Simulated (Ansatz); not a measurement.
LiF in the zincblende structure, relaxed with r2SCAN in the PAW code Ansatz. The symmetry is F-43m (No. 216, cubic); a = 4.289 Å in the conventional setting, 9.86 Å³ an atom. Li has 4 F at 1.86 Å; F has 4 Li at 1.86 Å.

The axes x, y and z are those of this cell:
```xyz
2
Lattice="0.0000 2.1446 2.1446 2.1446 0.0000 2.1446 2.1446 2.1446 0.0000" Properties=species:S:1:pos:R:3 pbc="T T T"
Li    0.0000    0.0000    0.0000
F     1.0723    1.0723    1.0723
```

Unstrained: The PBE gap is direct at Γ: 7.930 eV. With r2SCAN the gap is 8.663 eV and direct, at Γ. The HSE06 gap is direct at Γ: 10.111 eV. Meshes: PBE 10×10×10, r2SCAN 10×10×10, HSE06 8×8×8. Strains are changes of length per length, and xy shears are angles. After each strain the atoms were relaxed again with r2SCAN within the symmetry that the strain leaves, so tilts or polar shifts that break it weren't tested; points keep the names that they have in the unstrained zone. The calculation is spin-unpolarised, and the structure need not be a phase that has been made.

Task: For epitaxial +0.37 % in the xy plane, how far does the free direction move, and what happens to the gap?

Result: The normal strain at zero normal stress is -0.48 %, 1.31 of the in-plane strain with the sign turned. PBE: the gap goes from 7.930 to 7.906 eV (-0.024 eV); with r2SCAN the top three valence levels at Γ, degenerate before, become 1+2 from the top over 14 meV. r2SCAN: the gap goes from 8.663 to 8.639 eV (-0.024 eV). HSE06: the gap goes from 10.111 to 10.086 eV (-0.025 eV).

Task: Apply uniaxial -4.87 % along z, other directions held. How far does the gap move, against the unstrained cell?

Result: PBE: the gap goes from 7.930 to 8.160 eV (+0.230 eV); with r2SCAN the top three valence levels at Γ, degenerate before, become 1+2 from the top over 76 meV. r2SCAN: the gap goes from 8.663 to 8.906 eV (+0.243 eV). HSE06: the gap goes from 10.111 to 10.365 eV (+0.254 eV). The r2SCAN energy rises by 5.4 meV an atom.

Task: Estimate what xy shear, engineering strain (angle) -5.82 % does to the gap.

Result: PBE: the gap goes from 7.930 to 7.803 eV (-0.127 eV); with r2SCAN the top three valence levels at Γ, degenerate before, become 1+1+1 from the top over 219 meV. r2SCAN: the gap goes from 8.663 to 8.535 eV (-0.128 eV). HSE06: the gap goes from 10.111 to 9.983 eV (-0.128 eV). The r2SCAN energy rises by 3.8 meV an atom.

The meshes of the hybrids are coarse, so their gaps aren't converged to the digits shown.

The splittings at Γ are without spin-orbit coupling, which regroups them where it is of like size or larger.
